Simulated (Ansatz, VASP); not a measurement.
Se: VASP beside Ansatz

```
CELL_PARAMETERS angstrom
4.50482 0.00000 0.00000
-2.25241 3.90129 0.00000
0.00000 0.00000 4.97880
ATOMIC_POSITIONS crystal
Se 0.21789 0.00000 0.33333
Se 0.00000 0.21789 0.66667
Se 0.78211 0.78211 0.00000
```

Alike in both runs: task single point; functional r2SCAN; k mesh 6 × 6 × 4; occupations gaussian, width 0.1 eV; no spin polarisation.

```csv
,VASP,Ansatz
version,VASP 6.6.1,Ansatz 0.2.0
potentials or method,"VASP PAW PBE potentials, release 64 (Se)","scalar-relativistic, plane waves, PAW"
plane-wave cutoff (eV),520,500
valence electrons in the cell,18,48
```

```tsv
	VASP	Ansatz	Ansatz less VASP
gap on the k mesh at the Fermi level (eV)	1.34	1.35	+0.012
least direct gap on the mesh (eV)	1.61	1.62	+0.013
pressure (GPa)	0.0	-0.1	-0.04
largest component of the traceless stress (GPa)	0.09	0.08	-0.009
rms of the force components (eV/Å)	0.015	0.026	+0.0108
```

Atom by atom the forces differ by 0.011 eV/Å (rms over components). The two sets of potentials don't hold the same shells in valence.

Caveats: the PAW data sets were made with another functional, which shifts forces and pressure a little (VASP). r2SCAN opens gaps a little over a GGA but as a rule still falls short of measured ones. A k mesh can miss the band edges.
